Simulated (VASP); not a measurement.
Wanted: the native input for a VASP 6.6.1 run.

```
Task                            : evGW0 quasiparticle levels
Functional                      : PBE
Potentials or basis             : VASP PAW PBE potentials, release 64 (I_GW, K_sv_GW)
Cutoff                          : 450 eV
k mesh                          : 4 × 4 × 4
Occupations                     : gaussian, width 0.01 eV
Spin                            : no spin polarisation
Cutoff of the response function : 150
Frequency points                : 64
Empty bands                     : 367
GW scheme                       : evGW0
GW iterations                   : 4
Further INCAR settings          : ALGO = EVGW0; EDIFF = 1e-08; NBANDS = 375
```

KI:

```
I K
1.0
     0.00000    3.53277    3.53277
     3.53277    0.00000    3.53277
     3.53277    3.53277    0.00000
I K
1 1
Direct
  0.50000 0.50000 0.50000
  0.00000 0.00000 0.00000
```

One way to write it, as run:

POSCAR

```
KI
1.0
    0.0000000000      3.5327750000      3.5327750000
    3.5327750000      0.0000000000      3.5327750000
    3.5327750000      3.5327750000      0.0000000000
I K
1 1
Direct
    0.5000000000      0.5000000000      0.5000000000
    0.0000000000      0.0000000000      0.0000000000
```

INCAR.step1

```
SYSTEM = KI
  PREC = Accurate
  ENCUT = 450
  EDIFF = 1E-8
  ISMEAR = 0
  SIGMA = 0.01
  LREAL = .False.
  LASPH = .True.
  NELM = 100
  ALGO = Normal
  LWAVE = .True.
  LCHARG = .False.
  GGA = PE
```

INCAR.step2

```
SYSTEM = KI
  PREC = Accurate
  ENCUT = 450
  EDIFF = 1E-8
  ISMEAR = 0
  SIGMA = 0.01
  LREAL = .False.
  LASPH = .True.
  NELM = 1
  ALGO = Exact
  LWAVE = .True.
  LCHARG = .False.
  GGA = PE
  NBANDS = 375
  LOPTICS = .True.
  ISTART = 1
```

INCAR.step3

```
SYSTEM = KI
  PREC = Accurate
  ENCUT = 450
  EDIFF = 1E-8
  ISMEAR = 0
  SIGMA = 0.01
  LREAL = .False.
  LASPH = .True.
  ALGO = EVGW0
  LWAVE = .False.
  LCHARG = .False.
  GGA = PE
  NELMGW = 4
  NBANDS = 375
  ENCUTGW = 150
  NOMEGA = 64
  PRECFOCK = Fast
  ISTART = 1
  NBANDSGW = 16
```

KPOINTS

```
regular mesh
0
Gamma
  4 4 4
  0 0 0
```

Potentials or basis: VASP PAW PBE potentials, release 64 (I_GW, K_sv_GW).

Launch:

```console
$ cat potpaw_PBE.64/I_GW/POTCAR potpaw_PBE.64/K_sv_GW/POTCAR > POTCAR
$ cp INCAR.step1 INCAR
$ mpirun -np 1 vasp_std > vasp.out
$ cp INCAR.step2 INCAR
$ mpirun -np 1 vasp_std > vasp.out
$ cp INCAR.step3 INCAR
$ mpirun -np 1 vasp_std > vasp.out
```

It gave:

```yaml
Band_gap_on_the_k_mesh_mean-field_level: 3.96 eV, direct
Quasiparticle_gap: 6.59 eV
Least_direct_quasiparticle_gap: 6.59 eV
```

Caveat: bands, screening cutoff and mesh are small and nothing is extrapolated, so the quasiparticle values aren't converged; spin-orbit coupling is left out, which moves the levels of the heavy elements.

Run time: 53 min on 1 thread of Intel(R) Xeon(R) Platinum 8259CL CPU @ 2.50GHz (Skylake/Cascade Lake), on a shared host, peak memory 1.2 GiB.
